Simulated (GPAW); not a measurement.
# HfN: single point with LDA+U

Crystal: HfN.

```
CELL_PARAMETERS angstrom
0.00000 2.25600 2.25600
2.25600 0.00000 2.25600
2.25600 2.25600 0.00000
ATOMIC_POSITIONS crystal
Hf 0.00000 0.00000 0.00000
N 0.50000 0.50000 0.50000
```

* Program: GPAW 26.7.0
* Task: single point
* Functional: LDA
* Potentials or basis: the program's PAW data sets (release 1.2.1) made for this functional
* Cutoff: 650 eV
* Basis: pw
* k mesh: 8 × 8 × 8
* Occupations: fermi-dirac, width 0.05 eV
* Spin: no spin polarisation
* Hubbard terms: Hf d U = 3 eV
* Maxiter: 120
* Convergence: default

```yaml
Pressure: -0.4 GPa
Band_gap_on_the_k_mesh: none (metal or under the smearing width)
```

Levels at points of the mesh, in eV from the Fermi level:
| k point | band 6 | band 7 | band 8 | band 9 | band 10 | band 11 | band 12 | band 13 |
| --- | --- | --- | --- | --- | --- | --- | --- | --- |
| (0.00, 0.00, 0.00) | -3.31 | -3.31 | -3.31 | -0.22 | -0.22 | -0.22 | 1.47 | 2.15 |
| (0.50, 0.50, 0.00) | -5.84 | -4.02 | -4.02 | -3.82 | 4.36 | 5.57 | 5.91 | 5.91 |
| (0.50, 0.50, 0.50) | -9.25 | -6.32 | -6.32 | 3.34 | 3.95 | 3.97 | 3.97 | 9.01 |

Wall time 17 s on 1 thread of Arm Neoverse N1, on a shared host, peak memory 0.15 GiB.

Caveat: the cutoff is short for stress and forces, so pressures can be off by a GPa or more; U without spin polarisation on a metal has little footing. Spin-orbit coupling is left out, which matters for the levels of Hf.
